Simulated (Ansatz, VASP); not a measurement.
Given: the input of a run of Ansatz 0.2.0 on LiCl.

input.yaml

```yaml
crystal:
  lattice:
    - [0.0, 2.56477, 2.56477]
    - [2.56477, 0.0, 2.56477]
    - [2.56477, 2.56477, 0.0]
  atoms:
    - { symbol: Cl, position: [0.5, 0.5, 0.5] }
    - { symbol: Li, position: [0.0, 0.0, 0.0] }
hamiltonian:
  xc: lda
  pseudopotentials: { kind: paw }
kpoints:
  mp_grid: { grid: [9, 9, 9] }
scf:
  occupations: { method: gaussian, width: 0.1 }
output:
  forces: true
  stress: true
  eigenvalues: true
```

Potentials or basis: Ansatz PAW.

Launch:

```console
$ ansatz run input.yaml --threads 2 --pin off --max-ram 5632MiB --backend cpu --events-out ev --progress --plain --runs-dir out
```

Question: Translate it to VASP 6.6.1. Potentials there: VASP PAW LDA potentials, release 64 (Cl, Li_sv).

Answer: As run (the cutoff follows the program's own potentials):

File run.py:

```python
from ase import Atoms
from ase.calculators.vasp import Vasp
from ase.dft.bandgap import bandgap

atoms = Atoms(
    ['Cl', 'Li'],
    cell=[[0.0, 2.56477, 2.56477], [2.56477, 0.0, 2.56477], [2.56477, 2.56477, 0.0]],
    scaled_positions=[[0.5, 0.5, 0.5], [0.0, 0.0, 0.0]],
    pbc=True,
)
calc = Vasp(
    directory='calc',
    xc='lda',
    pp='LDA',
    setups='recommended',
    prec='Accurate',
    encut=520,
    ediff=1e-06,
    ismear=0,
    sigma=0.1,
    lreal=False,
    lasph=True,
    nelm=80,
    algo='Fast',
    isif=2,
    lwave=False,
    lcharg=True,
    lelf=True,
    lvhar=True,
    kpts=[9, 9, 9],
    gamma=True,
)
atoms.calc = calc

print('energy (eV):', atoms.get_potential_energy())
print('free energy (eV):', atoms.get_potential_energy(force_consistent=True))
print('forces (eV/A):')
print(atoms.get_forces())
print('stress (eV/A^3, Voigt):', atoms.get_stress())
print('Fermi level (eV):', calc.get_fermi_level())
gap, top, bottom = bandgap(calc)
print('band gap (eV):', gap, 'from (spin, k, band)', top, 'to', bottom)
```

Potentials or basis: VASP PAW LDA potentials, release 64 (Cl, Li_sv).

The run is started by

```sh
$ python run.py
```

Both were run:

|  | VASP | Ansatz | Ansatz less VASP |
| --- | --- | --- | --- |
| gap on the k mesh at the Fermi level (eV) | 6.00 | 5.99 | -0.019 |
| least direct gap on the mesh (eV) | 6.00 | 5.99 | -0.019 |

Caveats: an odd mesh through Γ misses points on the zone boundary, where band edges often lie (VASP); odd divisions of the mesh miss points on the zone boundary, where band edges often lie, so the gap on the mesh can be too wide (Ansatz); the PAW data sets come from PBE, with cores solved anew for the run's functional, which leaves a small shift of forces and pressure (Ansatz).
